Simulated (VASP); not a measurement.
# NaCl: G0W0 on PBE, by volume over the given one and cell

NaCl, Pm-3m (no. 221), 2 atoms in the cell. PBE, GW; PAW potentials Cl_GW, Na_sv_GW (PBE set).

| Volume over the given one | Cell | Quasiparticle gap on the mesh (eV) | Gap of the starting point on the mesh (eV) | Quasiparticle gap at the zone centre (eV) | Starting gap at the zone centre (eV) | Correction of the gap between the band edges on the mesh (eV) | Time (s) |
|---|---|---|---|---|---|---|---|
| 0.94 | scale = 0.94 | 6.84 | 4.20 | 7.45 | 4.74 | 2.65 | 73 |
| 0.97 | scale = 0.97 | 6.73 | 4.08 | 7.30 | 4.60 | 2.65 | 69 |
| 1 | as given | 6.63 | 3.98 | 7.17 | 4.47 | 2.65 | 59 |
| 1.03 | scale = 1.03 | 6.54 | 3.88 | 7.06 | 4.35 | 2.65 | 52 |

Limits: the mesh is coarse: the screening isn't converged, and the gap may still move by about 0.1 eV.

## Input of the first row

INCAR.step1:
```
SYSTEM = NaCl
  ALGO = Normal
  EDIFF = 1E-8
  ENCUT = 450
  GGA = PE
  ISMEAR = 0
  KPAR = 4
  LASPH = .TRUE.
  LCHARG = .FALSE.
  LREAL = .FALSE.
  LWAVE = .TRUE.
  NELM = 150
  PREC = Accurate
  SIGMA = 0.05
```

INCAR.step2, as INCAR.step1 but for:
```
- ALGO = Normal
- NELM = 150
+ ALGO = Exact
+ ISTART = 1
+ LOPTICS = .TRUE.
+ NBANDS = 192
+ NELM = 1
```

INCAR.step3:
```
SYSTEM = NaCl
  ALGO = EVGW0
  ENCUT = 450
  ENCUTGW = 160
  GGA = PE
  ISMEAR = 0
  ISTART = 1
  KPAR = 4
  LASPH = .TRUE.
  LCHARG = .FALSE.
  LREAL = .FALSE.
  LWAVE = .FALSE.
  NBANDS = 192
  NBANDSGW = 12
  NELMGW = 1
  NOMEGA = 48
  PREC = Accurate
  PRECFOCK = Fast
  SIGMA = 0.05
```

KPOINTS:
```
k-points
0
Gamma
  4 4 4
```

POSCAR:
```
NaCl
1.0
    3.4306966741      0.0000000000      0.0000000000
    0.0000000000      3.4306966741      0.0000000000
    0.0000000000      0.0000000000      3.4306966741
Cl Na
1 1
Direct
    0.5000000000      0.5000000000      0.5000000000
    0.0000000000      0.0000000000      0.0000000000
```

Commands (each step's output is kept before the next begins):
```
cat potpaw_PBE.64/Cl_GW/POTCAR potpaw_PBE.64/Na_sv_GW/POTCAR > POTCAR
cp INCAR.step1 INCAR
mpirun -np 4 vasp_std > vasp.out
cp INCAR.step2 INCAR
mpirun -np 4 vasp_std > vasp.out
cp INCAR.step3 INCAR
mpirun -np 4 vasp_std > vasp.out
```

VASP 6.6.1 took 73 s on 4 cores (Intel Xeon Platinum 8259CL @ 2.50GHz (Skylake/Cascade Lake)), a shared host.
